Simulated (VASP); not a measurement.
# CeO₂: self-consistent run, by LSFBXC

CeO₂, Fm-3m (no. 225), 3 atoms in the cell. PBE; PAW potentials Ce, O (PBE set).

| LSFBXC | Pressure (GPa) | Gap on the mesh (eV) | Time (s) |
|---|---|---|---|
| default | 5.76 | 2.072 | 404 |
| True | 5.77 | 2.072 | 390 |

## Input of the first row

INCAR:
```
PREC = Accurate
ENCUT = 520
EDIFF = 1E-6
ISMEAR = 0
SIGMA = 0.02
LREAL = False
LASPH = True
ALGO = Normal
NELM = 200
ISIF = 2
LWAVE = False
LCHARG = False
LORBIT = 11
LMAXMIX = 6
LNONCOLLINEAR = True
MAGMOM = -0.352 -0.283 -0.277 0 0 0 0 0 0
ISYM = -1
```

KPOINTS:
```
k-points
0
Gamma
  6 6 6
```

POSCAR:
```
CeO2
1.0
    0.0000000000      2.7036500000      2.7036500000
    2.7036500000      0.0000000000      2.7036500000
    2.7036500000      2.7036500000      0.0000000000
Ce O
1 2
Direct
    0.0000000000      0.0000000000      0.0000000000
    0.7500000000      0.7500000000      0.7500000000
    0.2500000000      0.2500000000      0.2500000000
```

Commands:
```
cat potpaw_PBE.64/Ce/POTCAR potpaw_PBE.64/O/POTCAR > POTCAR
mpirun -np 1 vasp_ncl > vasp.out
```

Changes of the last row against the first:
```
+ LSFBXC = True
```

VASP 6.6.1 took 404 s on 1 core (Intel Xeon 6975P-C (Granite Rapids)), a shared host.
